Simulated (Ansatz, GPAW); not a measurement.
**hexatriene-1,6-dithiol between two Pt chains: relaxation, then transmission at several levels**

Wanted: T(E) of hexatriene-1,6-dithiol between two Pt chains at a relaxed geometry in two programs, beside the unrelaxed structure.

Calculated with GPAW 26.7.0 and Ansatz 0.2.0; Ansatz plane waves; relaxation of the junction with the lead ends held, in the first sound run; inputs show where later runs differ.

This is a report of a sequence of runs, with most program output left out.

## (1) The structure

The cell holds 30 atoms: 16 Pt, 2 S, 6 C and 6 H. Its edges and angles: a = 12.161 Å, b = 9.000 Å, c = 46.496 Å, α = 90.0°, β = 90.0°, γ = 90.0°. Regions: left lead, 8 atoms (8 Pt); channel, 14 atoms (2 S, 6 C and 6 H); right lead, 8 atoms (8 Pt). Vacuum lies along a and b. The structure is stacked along c, and the current runs across the ab planes.

## (2) Relaxing the atoms

Transmission follows bond lengths closely, so the atoms between the held lead ends are relaxed first, from a slightly shaken start that lets symmetry break.

input.yaml reads:

```yaml
crystal:
  lattice:
    - [12.1605947539, 0.0, 0.0]
    - [0.0, 9.0, 0.0]
    - [0.0, 0.0, 46.4959728122]
  atoms:
    - { symbol: Pt, position: [0.5, 0.5, 0.0258086868] }
    - { symbol: Pt, position: [0.5, 0.5, 0.0774260604] }
    - { symbol: Pt, position: [0.5, 0.5, 0.129043434] }
    - { symbol: Pt, position: [0.5, 0.5, 0.1806608076] }
    - { symbol: Pt, position: [0.5, 0.5, 0.2322781812] }
    - { symbol: Pt, position: [0.5, 0.5, 0.2838955549] }
    - { symbol: Pt, position: [0.5038846155, 0.5024776113, 0.3348871395] }
    - { symbol: Pt, position: [0.4994769883, 0.4990442336, 0.3886545753] }
[... 18 atom lines left out ...]
    - { symbol: Pt, position: [0.5, 0.5, 0.8193391924] }
    - { symbol: Pt, position: [0.5, 0.5, 0.870956566] }
    - { symbol: Pt, position: [0.5, 0.5, 0.9225739396] }
    - { symbol: Pt, position: [0.5, 0.5, 0.9741913132] }
kpoints:
  mp_grid: { grid: [1, 1, 2] }
hamiltonian:
  xc: pbe
scf:
  occupations: { method: fermi_dirac, width: 0.1 }
relax:
  f_tol: 0.03
  max_steps: 80
  constraints: [{ sites: [0, 1, 2, 3, 4, 5, 24, 25, 26, 27, 28, 29] }]
```

On the command line:

```
ansatz run input.yaml --threads 4 --pin off --max-ram 8192MiB --backend cpu --events-out ev --progress --plain --runs-dir out
```

Run time: 15 min. Hardware: 4 threads of Arm Neoverse N1, shared host; peak memory 5.8 GiB; 57 min of CPU time.

Step by step:

```csv
step,energy less that of the first step (eV),largest force component (eV/Å)
1,0.0000,3.6028
2,-0.7441,1.9503
3,-0.9730,1.1532
4,-1.1678,0.5554
5,-1.3193,0.3785
6,-1.4757,0.3254
7,-1.6102,0.2003
8,-1.7125,0.1483
9,-1.7806,0.0745
10,-1.8119,0.0833
11,-1.7968,0.2527
12,-1.8147,0.0112
13,-1.8151,0.0168
```

Relaxation step 11 was tried and not accepted.

The atoms that moved most (Å):

| atom | dx | dy | dz | length |
| --- | --- | --- | --- | --- |
| Pt7 | -1.460 | 0.068 | -0.463 | 1.533 |
| Pt24 | 1.412 | -0.013 | 0.479 | 1.491 |
| Pt8 | -0.866 | 0.047 | -0.598 | 1.054 |
| Pt23 | 0.864 | -0.029 | 0.521 | 1.009 |
| S22 | 0.233 | -0.059 | 0.021 | 0.241 |
| S9 | -0.179 | 0.026 | -0.018 | 0.182 |
| H15 | 0.062 | 0.039 | 0.144 | 0.161 |
| H12 | 0.090 | 0.026 | -0.111 | 0.145 |

The relaxed structure:

```cif
data_structure
_symmetry_space_group_name_H-M 'P 1'
_symmetry_Int_Tables_number 1
_cell_length_a 12.1606
_cell_length_b 9.0000
_cell_length_c 46.4960
_cell_angle_alpha 90.000
_cell_angle_beta 90.000
_cell_angle_gamma 90.000
_cell_volume 5088.77
loop_
_atom_site_label
_atom_site_type_symbol
_atom_site_fract_x
_atom_site_fract_y
_atom_site_fract_z
_atom_site_occupancy
Pt1 Pt 0.50000 0.50000 0.02581 1
Pt2 Pt 0.50000 0.50000 0.07743 1
Pt3 Pt 0.50000 0.50000 0.12904 1
Pt4 Pt 0.50000 0.50000 0.18066 1
Pt5 Pt 0.50000 0.50000 0.23228 1
Pt6 Pt 0.50000 0.50000 0.28390 1
Pt7 Pt 0.38379 0.51003 0.32493 1
Pt8 Pt 0.42823 0.50430 0.37580 1
S9 S 0.31408 0.50748 0.41141 1
C10 C 0.35032 0.50566 0.44651 1
H11 H 0.52743 0.50192 0.44940 1
H12 H 0.27551 0.50704 0.45971 1
C13 C 0.45037 0.50311 0.46151 1
C14 C 0.45289 0.50226 0.49154 1
H15 H 0.62770 0.49903 0.49729 1
H16 H 0.37377 0.50340 0.50278 1
C17 C 0.54858 0.50017 0.50853 1
C18 C 0.55109 0.49953 0.53855 1
H19 H 0.72598 0.49631 0.54038 1
H20 H 0.47403 0.50063 0.55066 1
C21 C 0.65113 0.49751 0.55357 1
S22 S 0.68721 0.49636 0.58868 1
Pt23 Pt 0.57278 0.49832 0.62424 1
Pt24 Pt 0.61670 0.49619 0.67513 1
Pt25 Pt 0.50000 0.50000 0.71610 1
Pt26 Pt 0.50000 0.50000 0.76772 1
Pt27 Pt 0.50000 0.50000 0.81934 1
Pt28 Pt 0.50000 0.50000 0.87096 1
Pt29 Pt 0.50000 0.50000 0.92257 1
Pt30 Pt 0.50000 0.50000 0.97419 1
```

Numbers from this step:

```yaml
free_energy: -203732.9170 eV
smearing_term_ts: 1.027 eV
symmetry_operations: 1
```

The relaxation lowered the energy of the cell by 1.82 eV.

## (3) Plane waves, PBE

Plane waves give the reference curve, free of the bias of atom-centred orbitals.

This step: Ansatz plane waves; Landauer transmission by layers, zero bias (Ansatz 0.2.0).

input.yaml reads:

```yaml
crystal:
  lattice:
    - [12.1605947539, 0.0, 0.0]
    - [0.0, 9.0, 0.0]
    - [0.0, 0.0, 46.4959728122]
  atoms:
    - { symbol: Pt, position: [0.5, 0.5, 0.0258086868] }
    - { symbol: Pt, position: [0.5, 0.5, 0.0774260604] }
    - { symbol: Pt, position: [0.5, 0.5, 0.129043434] }
    - { symbol: Pt, position: [0.5, 0.5, 0.1806608076] }
    - { symbol: Pt, position: [0.5, 0.5, 0.2322781812] }
    - { symbol: Pt, position: [0.5, 0.5, 0.2838955549] }
    - { symbol: Pt, position: [0.3837931125, 0.5100307332, 0.3249317968] }
    - { symbol: Pt, position: [0.428232568, 0.5043018657, 0.3757969934] }
[... 18 atom lines left out ...]
    - { symbol: Pt, position: [0.5, 0.5, 0.8193391924] }
    - { symbol: Pt, position: [0.5, 0.5, 0.870956566] }
    - { symbol: Pt, position: [0.5, 0.5, 0.9225739396] }
    - { symbol: Pt, position: [0.5, 0.5, 0.9741913132] }
kpoints:
  mp_grid: { grid: [1, 1, 2] }
hamiltonian:
  xc: pbe
scf:
  occupations: { method: fermi_dirac, width: 0.1 }
output:
  transmission:
    leads: [[0, 1]]
    e_range: [-2, 2]
    de: 0.025
    kmesh: [1, 1]
    reduced_basis: true
  write_potential: true
  write_density: true
  volumetric_format: npy
  elf: true
```

Run time: 3.3 h. Hardware: 4 threads; peak memory 6.4 GiB.

This step gave:

```yaml
free_energy: -203732.9167 eV
lead_level: 0 eV from the Fermi level
transmission_at_the_fermi_level_one_spin: 0.09735
open_channels_of_the_lead_at_the_fermi_level_one_spin: 4
step_of_the_potential_along_the_lead: 25.9 meV
offset_of_the_lead: 0 Å
filling_of_the_lead_less_its_bulk_value_in_size: 1.8 meV
conductance: 0.1130 G₀
```

One spin. Transmission, zone mean against energy, zero at the Fermi level:

```csv
energy (eV),"transmission, zone mean"
-2.000,0.644
-1.900,0.687
-1.800,0.698
-1.700,0.694
-1.600,0.724
-1.500,0.879
-1.450,0.968
-1.400,0.126
-1.300,0.0361
-1.200,0.0543
-1.100,0.272
-1.000,0.924
-0.975,0.997
-0.900,0.950
-0.800,0.897
-0.700,0.867
-0.600,0.715
-0.500,0.305
-0.400,0.262
-0.300,0.704
-0.250,0.822
-0.200,0.754
-0.100,0.292
0.000,0.0973
0.100,0.0530
0.200,0.0496
0.300,0.106
0.375,0.829
0.400,0.698
0.500,0.0216
0.600,0.00391
0.700,0.00101
0.800,1.1e-4
0.900,1.1e-4
1.000,7.4e-5
1.100,5.2e-5
1.200,3.7e-5
1.300,2.8e-5
1.400,2.3e-5
1.500,1.9e-5
1.600,1.6e-5
1.700,1.4e-5
1.800,1.3e-5
1.900,1.2e-5
2.000,1.2e-5
```

One spin. The open channels, zone mean by energy, zero at the Fermi level:

energy (eV), open channels, zone mean and a bar from the least value:
```
   -2.000       3.00 ############
   -1.900       3.00 ############
   -1.800       3.00 ############
   -1.700       3.00 ############
   -1.600       4.00 ##################
   -1.500       4.00 ##################
   -1.400       6.00 ##############################
   -1.300       6.00 ##############################
   -1.200       6.00 ##############################
   -1.100       6.00 ##############################
   -1.000       6.00 ##############################
   -0.900       6.00 ##############################
   -0.800       6.00 ##############################
   -0.700       6.00 ##############################
   -0.600       6.00 ##############################
   -0.500       6.00 ##############################
   -0.400       4.00 ##################
   -0.300       4.00 ##################
   -0.200       4.00 ##################
   -0.100       4.00 ##################
    0.000       4.00 ##################
    0.100       4.00 ##################
    0.200       4.00 ##################
    0.300       3.00 ############
    0.400       3.00 ############
    0.500       3.00 ############
    0.600       3.00 ############
    0.700       3.00 ############
    0.800       1.00 
    0.900       1.00 
    1.000       1.00 
    1.100       1.00 
    1.200       1.00 
    1.300       1.00 
    1.400       1.00 
    1.500       1.00 
    1.600       1.00 
    1.700       1.00 
    1.800       1.00 
    1.900       1.00 
    2.000       1.00
```

Crystal 0, spin -, k parallel (0, 0); distinct values, listed up to 1.5 1/Å. The Im kz of the slowest decaying states by energy, zero at the Fermi level:

```
energy (eV)  decay 1 (Å⁻¹)  decay 2 (Å⁻¹)  decay 3 (Å⁻¹)  decay 4 (Å⁻¹)
     -2.000          0.383          0.609          0.609           1.37
     -1.800          0.269          0.497          0.497           1.35
     -1.600          0.336          0.337           1.33           1.36
     -1.400           1.31           1.34           1.38           1.46
     -1.200           1.29           1.32           1.36           1.44
     -1.000           1.27           1.30           1.34           1.42
     -0.800           1.25           1.28           1.32           1.41
     -0.600           1.23           1.26           1.30           1.39
     -0.400          0.126          0.126           1.21           1.24
     -0.200          0.357           1.19           1.22           1.26
      0.000          0.475           1.17           1.20           1.24
      0.200          0.558          0.558           1.15           1.18
      0.400          0.142          0.623           1.13           1.16
      0.600          0.242          0.676           1.10           1.14
      0.800        0.00323         0.0263          0.309          0.721
      1.000          0.113          0.116          0.360          0.759
      1.200          0.154          0.156          0.402          0.793
      1.400          0.182          0.183          0.438          0.822
      1.600          0.201          0.202          0.469          0.848
      1.800          0.214          0.216          0.496          0.872
      2.000          0.222          0.224          0.519          0.893
```

Crystal 0, spin -, k parallel (0, 0). The Re kz of states that move upwards by energy, zero at the Fermi level:

```
energy (eV)  channel 1 (Å⁻¹)  channel 2 (Å⁻¹)  channel 3 (Å⁻¹)  channel 4 (Å⁻¹)  channel 5 (Å⁻¹)  channel 6 (Å⁻¹)
     -2.000           -0.641           -0.640            0.727                -                -                -
     -1.800           -0.602           -0.600            0.747                -                -                -
     -1.600           -0.563           -0.561           0.0570            0.768                -                -
     -1.400           -0.525           -0.524            0.183            0.183            0.283            0.790
     -1.200           -0.488           -0.486            0.397            0.444            0.445            0.814
     -1.000           -0.451           -0.450            0.486            0.622            0.622            0.840
     -0.800           -0.415           -0.413            0.561            0.787            0.787            0.869
     -0.600           -0.378           -0.377            0.625            0.903            0.970            0.970
     -0.400           -0.341           -0.339            0.680            0.945                -                -
     -0.200           -0.303           -0.302            0.727            0.997                -                -
      0.000           -0.264           -0.262            0.766             1.07                -                -
      0.200           -0.222           -0.220            0.799             1.17                -                -
      0.400           -0.176           -0.174            0.827                -                -                -
      0.600           -0.121           -0.118            0.852                -                -                -
      0.800            0.874                -                -                -                -                -
      1.000            0.895                -                -                -                -                -
      1.200            0.914                -                -                -                -                -
      1.400            0.933                -                -                -                -                -
      1.600            0.951                -                -                -                -                -
      1.800            0.968                -                -                -                -                -
      2.000            0.985                -                -                -                -                -
```

The electrostatic potential energy of an electron (with the applied field's), less the Fermi level, planar mean oscillates, so the rows of the table below give means over windows of 2.18 Å about each position, cut where the curve ends. Its first 14 maxima inside the range that stand out by 2 % of the span (Å: eV): 2.5: 5.80, 4.8: 5.80, 7.3: 5.76, 9.6: 5.72, 11.9: 5.61, 14.1: 5.06, 16.3: 5.26, 18.3: 4.51, 20.1: 4.52, 22.1: 4.26, 24.4: 4.26, 26.4: 4.52, 28.2: 4.51, 30.2: 5.26. Its first 14 minima: 1.2: 4.35, 3.6: 4.36, 6.0: 4.33, 8.4: 4.28, 10.8: 4.23, 13.2: 4.04, 15.1: 3.93, 17.6: 3.68, 19.3: 4.07, 21.2: 3.38, 23.2: 3.26, 25.3: 3.38, 27.3: 4.07, 28.9: 3.68.

The electrostatic potential energy of an electron (with the applied field's), less the Fermi level, planar mean by z; means over each step:

```csv
z (Å),"electrostatic potential energy of an electron (with the applied field's), less the Fermi level, planar mean (eV)"
1.09,5.03
3.27,5.05
5.45,5.07
7.63,5.08
9.81,5.06
11.99,4.98
14.17,4.42
16.35,4.61
18.53,4.13
20.71,3.88
22.89,3.72
25.07,3.79
27.25,4.30
29.43,4.41
31.61,4.51
33.79,4.81
35.97,4.92
38.15,4.96
40.33,5.01
42.51,5.06
44.69,5.10
```

The valence density, planar mean oscillates, so the rows of the table below give means over windows of 2.32 Å about each position, cut where the curve ends. Its first 14 maxima inside the range that stand out by 2 % of the span (Å: e/Å³): 1.2: 0.147, 3.6: 0.147, 6.0: 0.147, 8.4: 0.147, 10.8: 0.147, 13.2: 0.147, 15.1: 0.147, 17.4: 0.147, 21.1: 0.0640, 23.2: 0.0640, 25.4: 0.0640, 29.1: 0.147, 31.4: 0.147, 33.3: 0.147. Its first 14 minima: 2.5: 0.0169, 4.8: 0.0167, 7.3: 0.0169, 9.6: 0.0167, 12.1: 0.0171, 14.1: 0.0323, 16.3: 0.0169, 20.1: 0.0249, 22.2: 0.0267, 24.3: 0.0267, 26.4: 0.0249, 30.2: 0.0169, 32.4: 0.0324, 34.4: 0.0171.

Valence density, planar mean against z; means over each step:

```csv
z (Å),"valence density, planar mean (e/Å³)"
1.16,0.0703
3.48,0.0703
5.80,0.0702
8.12,0.0701
10.44,0.0700
12.76,0.0708
15.08,0.0744
17.40,0.0742
19.72,0.0342
22.04,0.0440
24.36,0.0441
26.68,0.0351
29.00,0.0750
31.32,0.0735
33.64,0.0714
35.96,0.0702
38.28,0.0702
40.60,0.0703
42.92,0.0703
45.24,0.0714
```

Electrostatic potential energy in the ca plane at fractional y = 0.496, with atoms of Pt and S and C and H within 0.2 Å of it. With pseudopotentials it is smooth inside the atoms' cores, unlike the true potential.

Ten even steps from '0' (-64 eV) to '9' (2 eV), each cell a mean:
```
99999999999999999999999999999999999999999999
99999999999999999999999999999999999999999999
99999999999999999999999999999999999999999999
99999999999999999999999999999999999999999999
99999999999999999999999999999999999999999999
99999999999999999999999999999999987899987899
99999999999999999999999999999999952688633468
99999999999999999999999999998999985225534358
99999999999999999999999999983589984004754566
88899999999999999999999999986457754568988861
32379999999999999999985799986002400489999961
00038999999877899999983578875335743589999986
00048878998410269999996114510488987369999999
65676211587100048999986114511589999889999999
99984000278410267778743578876379999999999999
99986101489877774335500389998689999999999999
99998767899999963434754569999999999999999999
99999999999999986457898558999999999999999999
99999999999999999999999999999999999999999999
99999999999999999999999999999999999999999999
99999999999999999999999999999999999999999999
99999999999999999999999999999999999999999999
99999999999999999999999999999999999999999999
99999999999999999999999999999999999999999999
```
Columns run along c (16.0 Å, from fractional 0.28 to 0.62 of the cell; values clipped at the 3rd and 97th percentile), rows up along a (12.2 Å). Atoms in or near the plane, at fractional coordinates: Pt at (0.28, 0.50), Pt at (0.32, 0.38), Pt at (0.38, 0.43), S at (0.41, 0.31), C at (0.45, 0.35), H at (0.45, 0.53), H at (0.46, 0.28), C at (0.46, 0.45), C at (0.49, 0.45), H at (0.50, 0.63), H at (0.50, 0.37), C at (0.51, 0.55), C at (0.54, 0.55), H at (0.54, 0.73) and more.

Valence density in the ca plane at fractional y = 0.496, with atoms of Pt and S and C and H within 0.2 Å of it. It is the smooth field of the valence electrons, not physical close to the nuclei.

Ten steps, logarithmic in the rise over the least value, from '0' (0 e/Å³) to '9' (11 e/Å³), each cell a mean:
```
00000000000000000000000000000000000000000000
00000000000000000000000000000000000000000000
00000000000000000000000000000000000000000000
00000000000000000000000000000000000000000000
00000000000000000000000000000000000000011100
00000000000000000000000000000000123211234321
00000000000000000000000000000000246543455542
00000000000000000000000000012211135655543443
00000000000000000000000000135532235665544555
33321000000000000000001100135654456653223357
77742100000011100000124321135666666532111258
99973211111344321000135543345655556542000135
89864444323688752100135666666543234541000012
56545788644899963211235665566531012220000000
22236999744688754443456653345641000000000000
00125898633345445445566542123431000000000000
00012454311112245445555642101100000000000000
00000111100000134554323542000000000000000000
00000000000000012322101110000000000000000000
00000000000000000000000000000000000000000000
00000000000000000000000000000000000000000000
00000000000000000000000000000000000000000000
00000000000000000000000000000000000000000000
00000000000000000000000000000000000000000000
```
Columns run along c (16.0 Å, from fractional 0.28 to 0.62 of the cell), rows up along a (12.2 Å). Atoms in or near the plane, at fractional coordinates: Pt at (0.28, 0.50), Pt at (0.32, 0.38), Pt at (0.38, 0.43), S at (0.41, 0.31), C at (0.45, 0.35), H at (0.45, 0.53), H at (0.46, 0.28), C at (0.46, 0.45), C at (0.49, 0.45), H at (0.50, 0.63), H at (0.50, 0.37), C at (0.51, 0.55), C at (0.54, 0.55), H at (0.54, 0.73) and more.

ELF in the ca plane at fractional y = 0.496, with atoms of Pt and S and C and H within 0.2 Å of it. It is the smooth field of the valence electrons, not physical close to the nuclei.

Ten even steps from '0' (0.00 × 1e-1) to '9' (9.97 × 1e-1), each cell a mean:
```
00000000000000000000000000000000000000000000
00000000000000000000000000000000000000000000
00000000000000000000000000000000000000000000
00000000000000000000000000000000000000123100
00000000000000000000000000000000000000278840
00000000000000000000000000000000011000399983
00000000000000000000000000000000157630179996
11110000111000000000000000000000179994027864
22221101222100000000000000014410069998213642
23333212333210000011111000049972027997555787
45543224553211111112321100079997103641684155
66653346665222332113432100059998445885575798
56653346664333343135653210015763684376225999
34432334443345543356664333114763684476202799
33322223332366653345653576565687336999810268
12111111111356642334435754785156203999940001
00000000001234321122236622676799820489940000
00000000001122211000027898732799960013420000
00000000000111110000026999720389971000000000
00000000000000000000014787510036741000000000
00000000000000000000002454200000110000000000
00000000000000000000000111000000000000000000
00000000000000000000000000000000000000000000
00000000000000000000000000000000000000000000
```
Columns run along c (16.0 Å, from fractional 0.22 to 0.57 of the cell), rows up along a (12.2 Å). Atoms in or near the plane, at fractional coordinates: Pt at (0.23, 0.50), Pt at (0.28, 0.50), Pt at (0.32, 0.38), Pt at (0.38, 0.43), S at (0.41, 0.31), C at (0.45, 0.35), H at (0.45, 0.53), H at (0.46, 0.28), C at (0.46, 0.45), C at (0.49, 0.45), H at (0.50, 0.63), H at (0.50, 0.37), C at (0.51, 0.55), C at (0.54, 0.55) and more.

The largest of the program's own error estimates on the conductance is 49 %. T at the Fermi level is 0.0973; the potential still steps by 25.9 meV from one lead period to the next, more than the program accepts for a lead, so the cell is too short for a firm reference, and the program's own error estimates apply.

[end of part 1 of 3]

[Logs are printed without paths, hosts, clocks, repeated set-up lines and the standing remarks that a program may print on its own settings, such as how far it seeks lower states.]

[Hosts, paths, dates, database ids (printed as entryN), source tags and the programs' standing remarks are cut or masked in the printed files.]
